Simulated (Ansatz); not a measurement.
Relaxed-ion elastic tensor of Ti₃SiC₂ in space group P6_3/mmc (No. 194; Si on 2b, C on 4f, Ti on 4f, Ti on 2a) in GPa (Voigt order), DFT-LDA in the program Ansatz with PAW potentials; density 4.72 g/cm³, 11.48 Å³ per atom.

```
402  100  117  0.0  0.0  0.0
100  402  117  0.0  0.0  0.0
117  117  386  0.0  0.0  0.0
0.0  0.0  0.0  176  0.0  0.0
0.0  0.0  0.0  0.0  176  0.0
0.0  0.0  0.0  0.0  0.0  151
```

Question: Is the crystal mechanically stable?

Answer: Yes: the smallest eigenvalue of C is 151 GPa.

Question: Work out the Voigt, Reuss and Hill averages.

Answer: K_V = 207, K_R = 207, K_H = 207; G_V = 158, G_R = 156, G_H = 157 GPa.

Question: Give Young's modulus, Poisson's ratio, Pugh's ratio and the universal anisotropy index.

Answer: E = 9KG/(3K + G) = 375 GPa; ν = 0.20; K/G = 1.32 (brittle by the Pugh limit of 1.75); A_U = 5G_V/G_R + K_V/K_R − 6 = 0.05.

Question: Estimate the sound speeds and the Debye temperature.

Answer: v_l = √((K + 4G/3)/ρ) = 9390 m/s, v_t = √(G/ρ) = 5760 m/s, mean 6360 m/s; Θ = (h/k)(3n/4πV)^(1/3) v_m = 839 K.

Question: How much does each axis shrink under pressure?

Answer: Linear compressibilities β_i = Σ_j S_ij (j = 1 to 3): x 1.6, y 1.6, z 1.6 per TPa.

The LDA relaxation kept the symmetry of its start; of distortions, only those at the zone centre were tested. No spin polarisation was allowed. As this level gives no gap, shear constants depend on the k-mesh and smearing (Fermi–Dirac, 0.1 eV here).

Potentials: the later of the program's two PAW sets.
